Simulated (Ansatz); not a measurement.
# Compressing TaC: a fit and a missing row

TaC, Fm-3m, a = 4.475 Å. Ansatz: PBE, PAW, 420 eV, Γ-centred 16×16×16 mesh on 2 atoms, Gaussian smearing 0.10 eV; no spin polarisation. Symmetry fixes shape and atoms, so the cell is only scaled; pressure is positive in compression.

```tsv
V (Å³/atom)	P (GPa)
9.859	?
10.195	37.34
10.531	22.92
10.867	10.59
11.203	0.05
11.539	-8.97
11.876	-16.69
12.324	-25.26
```

Question: Take V0 = 11.203 Å³/atom, count pressures from its P0 = 0.05 GPa, fit the third-order Birch–Murnaghan form to the other rows, and predict the missing pressure.

Answer: With the Eulerian strain f = ½[(V0/V)^(2/3) − 1] and y = (P − P0)/[3f(1 + 2f)^(5/2)], the form is the line y = B0 + 1.5 B0 (B0′ − 4) f. Rows (f, y): 0.03244, 327.4; 0.02105, 326.7; 0.01025, 325.8; -0.00975, 323.9; -0.01907, 322.5; -0.03080, 321.1. Means f = 0.0006867, y = 324.57; Σ(Δf)² = 0.003005, ΣΔfΔy = 0.3021; the slope is their ratio. y = 324.5 + 100.5 f GPa, so B0 = 324.5 GPa and B0′ = 4 + 2 × (100.5)/(3 × 324.5) = 4.21. At V = 9.859, f = 0.04447, y = 328.97 and P = 54.36 GPa. The run gave 54.24 GPa, so the fit is 0.12 GPa too high, a small miss on the scale of the series.

Spin–orbit coupling is left out, which can shift energies with elements as heavy as these.